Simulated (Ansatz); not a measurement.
Born–Oppenheimer molecular dynamics of C₄H₉N (14 atoms, charge 0, multiplicity 1). It starts from a relaxed structure.

Method: Ansatz 0.2.0, RKS PBE/6-31G.

```json
{
 "ensemble": "NVE (velocity Verlet)",
 "time step": "1 fs",
 "steps asked": "250",
 "starting velocities drawn for": "1000 K",
 "seed": "69447"
}
```

First frame:

```xyz
14
Properties=species:S:1:pos:R:3
C -0.886 0.770 0.250
C 0.008 -0.096 1.197
C 1.104 -0.687 0.255
N 0.494 -0.754 -1.097
C -0.343 0.470 -1.192
H -1.949 0.484 0.343
H -0.817 1.846 0.489
H -0.584 -0.912 1.649
H 0.439 0.493 2.025
H 1.974 -0.005 0.212
H 1.468 -1.679 0.568
H -0.080 -1.602 -1.197
H 0.297 1.306 -1.532
H -1.139 0.335 -1.942
```

(1) How far do the bonds stretch over the last three quarters of this one trajectory? (Pairs bonded in most of those frames.)

## Answers

(1) 
| bond | mean (Å) | spread (Å) | shortest | longest |
| --- | --- | --- | --- | --- |
| C1–C2 | 1.569 | 0.050 | 1.46 | 1.67 |
| C1–C5 | 1.576 | 0.079 | 1.44 | 1.70 |
| C1–H6 | 1.112 | 0.037 | 1.05 | 1.17 |
| C1–H7 | 1.123 | 0.071 | 0.99 | 1.25 |
| C2–C3 | 1.582 | 0.046 | 1.49 | 1.67 |
| C2–H8 | 1.108 | 0.021 | 1.07 | 1.16 |
| C2–H9 | 1.107 | 0.021 | 1.07 | 1.14 |
| C3–N4 | 1.492 | 0.047 | 1.40 | 1.62 |
| C3–H10 | 1.117 | 0.052 | 1.03 | 1.20 |
| C3–H11 | 1.106 | 0.031 | 1.05 | 1.16 |
| N4–C5 | 1.491 | 0.052 | 1.38 | 1.59 |
| N4–H12 | 1.028 | 0.009 | 1.01 | 1.05 |
| C5–H13 | 1.111 | 0.027 | 1.07 | 1.16 |
| C5–H14 | 1.106 | 0.025 | 1.06 | 1.15 |

Mean temperature of the second half: 492 K. The conserved energy stayed within 3.2 meV per atom of its start (net change 2.1 meV per atom), so there is no drift, though single steps change it by up to 33 meV in the whole system, a sign of fast motions only just resolved. Over the second half the temperature averaged 0.49 of the 1000 K drawn at the start: a run that starts near a minimum puts about half its kinetic energy into the potential. A run of 0.25 ps of so small a system gives no equilibrium averages. Limits of this set-up: no polarisation functions.

The run took 11 min on 1 thread of Arm Neoverse V1, on a shared host, peak memory 0.11 GiB.
